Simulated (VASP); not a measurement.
Runs of VASP 6.6.1 on ZrN. The structure is cubic, space group Fm-3m (No. 225). The conventional cell has a = 4.589 Å, b = 4.589 Å, c = 4.589 Å, α = 90.00°, β = 90.00°, γ = 90.00°. Around Zr (site symmetry m-3m) lie 6 N at 2.29 Å. Around N (site symmetry m-3m) lie 6 Zr at 2.29 Å. The cell is a database's computed one.

```tsv
task	level	potentials or basis	cell	k mesh	cutoff (eV)	mesh quality	gap on the mesh (eV)	pressure (GPa)	relaxed volume (Å³/atom)
relaxation of cell and atoms	PBEsol	VASP PAW PBE potentials, release 64 (Zr_sv, N_s)	relaxed	16 × 16 × 16	480	not flagged	none	0.0	(a)
relaxation of cell and atoms	PBEsol	VASP PAW PBE potentials, release 64 (Zr_sv, N)	relaxed	16 × 16 × 16	580	not flagged	none	0.0	11.80
single point	PBEsol	VASP PAW PBE potentials, release 64 (Zr_sv, N)	as given	16 × 16 × 16	520	not flagged	none	-5.7	-
relaxation of cell and atoms	PBE+D3(BJ)	VASP PAW PBE potentials, release 64 (Zr_sv, N)	relaxed	16 × 16 × 16	600	not flagged	none	0.0	11.85
relaxation of cell and atoms	PBEsol	VASP PAW PBE potentials, release 64 (Zr_sv, N)	relaxed	6 × 6 × 6	600	coarse	none	0.0	11.79
relaxation of cell and atoms	PBEsol	VASP PAW PBE potentials, release 64 (Zr_sv, N)	relaxed	16 × 16 × 16	600	not flagged	none	0.0	11.80
relaxation of cell and atoms	RPBE	VASP PAW PBE potentials, release 64 (Zr_sv, N)	relaxed	16 × 16 × 16	600	not flagged	none	0.0	12.32
relaxation of cell and atoms	LDA	VASP PAW LDA potentials, release 64 (Zr_sv, N)	relaxed	16 × 16 × 16	600	not flagged	none	0.0	(b)
relaxation of cell and atoms	PBE	VASP PAW PBE potentials, release 64 (Zr_sv, N)	relaxed	16 × 16 × 16	600	not flagged	none	0.0	12.13
```

Alike in all rows: no spin polarisation; smearing gaussian 0.1 eV.

Q: Fill in the values left out.

A: (a) 11.81; (b) 11.61.

Caveats: some runs use coarse meshes; the PAW data sets were made with another functional, which shifts forces and pressure a little (some runs); pairwise dispersion overbinds metals, which lowers pressure and volume (some runs).

A k mesh can miss the band edges, and the runs leave out spin-orbit coupling on Zr.

A gap of «none» marks a metal or a gap under the smearing width.
